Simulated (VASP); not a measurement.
# P (R-3m) in VASP: further runs

Runs on P. Level: PBEsol+D3(BJ). Tasks: relaxation of cell and atoms.

Everything below comes from runs of VASP 6.6.1. Logs are shortened: lines on timing, memory, paths and dates and some standing lists are left out, and cuts for length are marked.

### 1 The crystal as given

Symmetry: R-3m, No. 166, trigonal system. The conventional cell has a = 3.300 Å, b = 3.300 Å, c = 8.132 Å, α = 90.00°, β = 90.00°, γ = 120.00°. P (site symmetry 3m) has 6 P at 2.28 to 2.40 Å as nearest neighbours.

This isn't the form of P at room conditions, which is orthorhombic.

### 2 Relaxation of cell and atoms, PBEsol+D3(BJ), target pressure 7.5 GPa, at which the enthalpy is minimised

INCAR

```
SYSTEM = P
  PREC = Accurate
  ENCUT = 520
  EDIFF = 1E-7
  ISMEAR = 0
  SIGMA = 0.1
  LREAL = .False.
  LASPH = .True.
  NELM = 80
  ALGO = Normal
  ISIF = 3
  LWAVE = .False.
  LCHARG = .False.
  GGA = PS
  IVDW = 12
  IBRION = 2
  NSW = 80
  EDIFFG = -0.15
  PSTRESS = 75.0
```

KPOINTS

```
Automatic mesh
0
Gamma
  15 15 15
  0 0 0
```

POSCAR

```
P                                       
1.0
    1.6500578608      0.9526613527      2.7106416232
   -1.6500578608      0.9526613527      2.7106416232
    0.0000000000     -1.9053226955      2.7106416230
  P             
     2
Direct
     0.2438885637961548    0.2438885637961548    0.2438885637980022
     0.7561114362038452    0.7561114362038452    0.7561114362019978
```

Potentials or basis: VASP PAW PBE potentials, release 64 (P).

Started as:

```sh
> cat potpaw_PBE.64/P/POTCAR > POTCAR
> mpirun -np 1 vasp_std > vasp.out
```

OUTCAR:

```text
SYSTEM = P
   PREC = Accurate
   ENCUT = 520
   EDIFF = 1E-7
   ISMEAR = 0
   LREAL = .False.
   LASPH = .True.
   NELM = 80
   ISIF = 3
   GGA = PS
   IVDW = 12
   IBRION = 2
   NSW = 80
   EDIFFG = -0.15
   PSTRESS = 75.0
 IVDW          = 12

 ion  position               nearest neighbor table
   1  0.244  0.244  0.244-   2 2.28   2 2.28   2 2.28   2 2.40   2 2.40   2 2.40
   2  0.756  0.756  0.756-   1 2.28   1 2.28   1 2.28   1 2.40   1 2.40   1 2.40

  LATTYP: Found a trigonal (rhomboedric) cell.
 ALAT       =     3.3132812447
 COS(alpha) =     0.5039656658

  Lattice vectors:

 A1 = (   1.6500578608,   0.9526613527,   2.7106416232)
 A2 = (  -1.6500578608,   0.9526613527,   2.7106416232)
 A3 = (   0.0000000000,  -1.9053226955,   2.7106416230)

Analysis of symmetry for initial positions (statically):
=====================================================================
 Subroutine PRICEL returns:
 Original cell was already a primitive cell.

 Routine SETGRP: Setting up the symmetry group for a
 trigonal (rhombohedral) supercell.

 Subroutine GETGRP returns: Found 12 space group operations
 (whereof 12 operations were pure point group operations)
 out of a pool of 12 trial point group operations.

The static configuration has the point symmetry D_3d.

Analysis of symmetry for dynamics (positions and initial velocities):
=====================================================================
 Subroutine PRICEL returns:
 Original cell was already a primitive cell.

 Routine SETGRP: Setting up the symmetry group for a
 trigonal (rhombohedral) supercell.

 Subroutine GETGRP returns: Found 12 space group operations
 (whereof 12 operations were pure point group operations)
 out of a pool of 12 trial point group operations.

The dynamic configuration has the point symmetry D_3d.

 Subroutine INISYM returns: Found 12 space group operations
 (whereof 12 operations are pure point group operations),
 and found     1 'primitive' translations

----------------------------------------------------------------------------------------

                                     Primitive cell

  volume of cell :      25.5659

  direct lattice vectors                    reciprocal lattice vectors
     1.650057861  0.952661353  2.710641623     0.303019677  0.174948492  0.122972115
    -1.650057861  0.952661353  2.710641623    -0.303019677  0.174948492  0.122972115
     0.000000000 -1.905322695  2.710641623     0.000000000 -0.349896984  0.122972115

  length of vectors
     3.313281245  3.313281245  3.313281241     0.370877393  0.370877393  0.370877393

  position of ions in fractional coordinates (direct lattice)
     0.243888564  0.243888564  0.243888564
     0.756111436  0.756111436  0.756111436

  ion indices of the primitive-cell ions
   primitive index   ion index
[... 69 lines left out ...]
   LNONCOLLINEAR =      F non collinear calculations
   LSORBIT =      F    spin-orbit coupling
   LASPH  =      T    aspherical Exc in radial PAW
   ENCUT  =  520.0 eV  38.22 Ry    6.18 a.u.   6.16  6.16  6.16*2*pi/ulx,y,z
   NELM   =     80;   NELMIN=  2; NELMDL= -5     # of ELM steps
   EDIFF  = 0.1E-06   stopping-criterion for ELM
   LREAL  =      F    real-space projection
   EDIFFG = -.1E+00   stopping-criterion for IOM
   NSW    =     80    number of steps for IOM
   IBRION =      2    ionic relax: 0-MD 1-quasi-New 2-CG
   NFREE  =      1    steps in history (QN), initial steepest desc. (CG)
   ISIF   =      3    stress and relaxation
   ISYM   =      2    0-nonsym 1-usesym 2-fastsym
   POTIM  = 0.5000    time-step for ionic-motion
   TEBEG  =    0.0;   TEEND  =   0.0 temperature during run
   PSTRESS=   75.0 pullay stress
   NELECT =      10.0000    total number of electrons
   NUPDOWN=      -1.0000    fix difference up-down
   EMIN   =  10.00;   EMAX   =-10.00  energy-range for DOS
   EFERMI =   0.00;   METHOD = LEGACY
   ISMEAR =     0;   SIGMA  =   0.10  broadening in eV -4-tet -1-fermi 0-gaus
   EFERMI_NEDOS =   21; number of points for ismear=-14 and -15
   IALGO  =     38    algorithm
   IMIX   =      4    mixing-type and parameters
     AMIX     =   0.40;   BMIX     =  1.00
     AMIX_MAG =   1.60;   BMIX_MAG =  1.00
  volume/ion in A,a.u.               =      12.78        86.26
  Fermi-wavevector in a.u.,A,eV,Ry     =   1.197258  2.262490 19.502960  1.433427
  Thomas-Fermi vector in A             =   2.333178
   LORBIT       =      0    0 simple, 1 ext, 2 COOP (PROOUT), +10 PAW based schemes
   GGA     = PS    functional components
   LHFCALC =     F    Hartree Fock is set to
   AEXX    =    0.0000 exact exchange contribution
   IVDW    =    12    specifies the selected vdW correction
   LEPSILON=     F    determine dielectric tensor
   LRPA    =     F    only Hartree local field effects (RPA)
 conjugate gradient relaxation of ions
 non-spin polarized calculation
 Gauss-broadening in eV      SIGMA  =   0.10
  energy-cutoff  :      520.00
  volume of cell :       25.57
 maximum number of plane-waves:       707
 NGX is ok and might be reduce to    28
   NGX = 13   NGY = 13   NGZ = 13

--------------------------------------- Ionic step        1  -------------------------------------------

 number of electron      10.0000000 magnetization

 Free energy of the ion-electron system (eV)
  ---------------------------------------------------
  ext. energy  EPLUGINS =         0.00000000
  ---------------------------------------------------
  free energy    TOTEN  =       -11.40651640 eV

  energy without entropy =      -11.40438229  energy(sigma->0) =      -11.40544935

------------------------ aborting loop because EDIFF is reached ----------------------------------------

 Edisp (eV)   -0.88885

 E8    (eV) :    -0.5277
[... 75 lines left out ...]
--------------------------------------- Ionic step        3  -------------------------------------------

 number of electron      10.0000000 magnetization

 Free energy of the ion-electron system (eV)
  ---------------------------------------------------
  ext. energy  EPLUGINS =         0.00000000
  ---------------------------------------------------
  free energy    TOTEN  =       -11.46719680 eV

  energy without entropy =      -11.46519407  energy(sigma->0) =      -11.46619544

 E-fermi :  11.2696     XC(G=0): -11.8351

 val. band max:       11.2691555449   @ k =  -0.3333   0.2000   0.0667
 cond. band min:      11.2963402398   @ k =   0.3333   0.3333   0.3333
 fundamental gap:      0.0271846949
 Fermi energy:        11.2696473030

 k-point     1 :       0.0000    0.0000    0.0000
  band No.  band energies     occupation
      1      -6.4861      2.00000
      2       8.8633      2.00000
      3       8.8633      2.00000
      4       8.8819      2.00000
      5      10.8321      2.00000
      6      15.0742      0.00000
      7      15.3414      0.00000
      8      15.3414      0.00000
      9      16.8713      0.00000
[... 265 lines left out ...]
 k-point    24 :       0.2000    0.1333    0.0000
  band No.  band energies     occupation
      1      -5.7443      2.00000
      2       5.8360      2.00000
      3       7.5705      2.00000
      4       7.9798      2.00000
      5      10.8131      2.00000
      6      13.9623      0.00000
      7      14.2538      0.00000
      8      16.2780      0.00000
      9      16.9718      0.00000

 [... further k-points ...]

------------------------ aborting loop because EDIFF is reached ----------------------------------------

 Edisp (eV)   -0.86669

 E8    (eV) :    -0.5144
[... 29 lines left out ...]
  energy  without entropy=      -12.3318837441  energy(sigma->0) =      -12.33288511

  enthalpy is  TOTEN    =       -11.1074336198 eV   P V=        1.2264528559

 reached required accuracy - stopping structural energy minimisation
```

Run time: 99 s. Hardware: 1 thread of Intel Xeon Platinum 8488C (Sapphire Rapids), shared host; peak memory 0.21 GiB.

Results:

```
Free energy                                            : -12.3339 eV
Relaxed volume                                         : 13.10 Å³/atom
Relaxed cell                                           : a = 3.338 Å, b = 3.338 Å, c = 3.338 Å, α = 59.84°, β = 59.84°, γ = 59.84°
Space group after relaxing (to 0.05 Å)                 : R-3m (No. 166)
Energy change on relaxing (the enthalpy is what falls) : -19.3 meV/atom
Ionic steps                                            : 3
Pressure after relaxing                                : 7.4 GPa
Largest force after relaxing                           : 0.016 eV/Å
Band gap on the k mesh                                 : none (metal or under the smearing width)
Dispersion energy per atom                             : -0.433 eV
```

Forces in eV/Å, atoms in the order of the input:
```
P    0.000  0.000  0.016
P    0.000  0.000 -0.016
```

Stress tensor (GPa, compression positive):
```
7.66 0.00 0.00
0.00 7.66 0.00
0.00 0.00 6.92
```

The path:
```csv
step,energy change (eV),largest force (eV/Å),pressure (GPa),volume (Å³)
1,0.0000,0.0961,11.91,25.57
2,-0.0613,0.0669,3.33,26.89
3,-0.0385,0.0163,7.42,26.20
```

Final structure:
```
P
1.0
     1.66491    0.96124    2.72851
    -1.66491    0.96124    2.72851
     0.00000   -1.92248    2.72851
P
2
Cartesian
  0.0000 0.0000 1.9986
  0.0000 0.0000 6.1869
```

Levels at points of the mesh, in eV from the Fermi level:
| k point | band 1 | band 2 | band 3 | band 4 | band 5 | band 6 | band 7 | band 8 | band 9 |
| --- | --- | --- | --- | --- | --- | --- | --- | --- | --- |
| (0.00, 0.00, 0.00) | -17.76 | -2.41 | -2.41 | -2.39 | -0.44 | 3.80 | 4.07 | 4.07 | 5.60 |

Caveat: the cell is relaxed towards a set pressure, so the enthalpy falls and the energy may rise; the PAW data sets were made with another functional, which shifts forces and pressure a little; pairwise dispersion overbinds metals, which lowers pressure and volume; the relaxation stopped at a loose force limit of 0.15 eV/Å, so its end isn't a converged minimum.

### 3 Relaxation of cell and atoms, PBEsol+D3(BJ), target pressure 7.5 GPa, at which the enthalpy is minimised

This run uses another cell than the first one, of 13.10 Å³/atom, 1.025 times its volume.

INCAR is that of step 2.

KPOINTS is that of step 2.

POSCAR

```
P                                       
1.0
    1.6649147837      0.9612390012      2.7285099122
   -1.6649147837      0.9612390012      2.7285099122
    0.0000000000     -1.9224779922      2.7285099120
  P             
     2
Direct
     0.2441681025949907    0.2441681025949907    0.2441681025967638
     0.7558318974050092    0.7558318974050092    0.7558318974032362
```

Potentials or basis: VASP PAW PBE potentials, release 64 (P).

Started as:

```sh
> cat potpaw_PBE.64/P/POTCAR > POTCAR
> mpirun -np 1 vasp_std > vasp.out
```

Run time: 44 s. Hardware: 1 thread of Intel Xeon Platinum 8488C (Sapphire Rapids), shared host; peak memory 0.2 GiB.

Results (log left out):

- Free energy: -12.3341 eV
- Pressure after relaxing: 7.4 GPa
- Largest force after relaxing: 0.016 eV/Å
- Band gap on the k mesh: none (metal or under the smearing width)
- Dispersion energy per atom: -0.433 eV

Forces on the atoms (eV/Å):
```
P    0.000  0.000  0.016
P    0.000  0.000 -0.016
```

Stress tensor (GPa, compression positive):
```
7.67 0.00 0.00
0.00 7.67 0.00
0.00 0.00 6.93
```

Final structure:
```
CELL_PARAMETERS angstrom
1.66491 0.96124 2.72851
-1.66491 0.96124 2.72851
0.00000 -1.92248 2.72851
ATOMIC_POSITIONS crystal
P 0.24417 0.24417 0.24417
P 0.75583 0.75583 0.75583
```

Levels at points of the mesh, in eV from the Fermi level:
| k point | band 1 | band 2 | band 3 | band 4 | band 5 | band 6 | band 7 | band 8 | band 9 |
| --- | --- | --- | --- | --- | --- | --- | --- | --- | --- |
| (0.00, 0.00, 0.00) | -17.76 | -2.41 | -2.41 | -2.39 | -0.44 | 3.80 | 4.07 | 4.07 | 5.60 |

Caveat: the relaxation stopped at its first step, so nothing moved; the cell is relaxed towards a set pressure, so the enthalpy falls and the energy may rise; the PAW data sets were made with another functional, which shifts forces and pressure a little; pairwise dispersion overbinds metals, which lowers pressure and volume; the relaxation stopped at a loose force limit of 0.15 eV/Å, so its end isn't a converged minimum.
